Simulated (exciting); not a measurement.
**AgBr: single point with PBE**

AgBr:

```
CELL_PARAMETERS angstrom
4.05901 0.00000 0.00000
2.02950 3.51520 0.00000
2.02950 1.17173 3.31416
ATOMIC_POSITIONS crystal
Ag 0.00000 0.00000 0.00000
Br 0.50000 0.50000 0.50000
```

| Item | Value |
| --- | --- |
| Program | exciting (release sodium) |
| Task | single point |
| Functional | PBE |
| Potentials or basis | all-electron LAPW+lo, shipped species files, valence relativity iora* |
| rgkmax | 9 |
| k mesh | 8 × 8 × 8 |
| Occupations | gaussian, width 0.1 eV |
| Spin | no spin polarisation |

| Property | Result |
| --- | --- |
| Band gap on the k mesh | 0.68 eV, indirect (least direct gap 2.61 eV) |

Levels at points of the mesh, in eV from the valence-band top:
```csv
k point,band 15,band 16,band 17,band 18,band 19,band 20,band 21,band 22
"(0.00, 0.00, 0.00)",-2.80,-1.93,-1.93,-1.93,0.68,9.95,9.95,9.95
"(0.50, 0.00, 0.00)",-2.50,-2.15,0.00,0.00,3.75,6.60,6.78,6.78
"(0.50, 0.50, 0.00)",-2.64,-2.39,-2.39,-2.29,1.60,7.08,9.08,11.06
```

Run time: 2.5 min on 1 thread of Arm Neoverse V2, with other jobs on the host, peak memory 0.14 GiB.

A k mesh can miss the band edges. A hybrid or GW would open this gap; PBE tends to underestimate it.
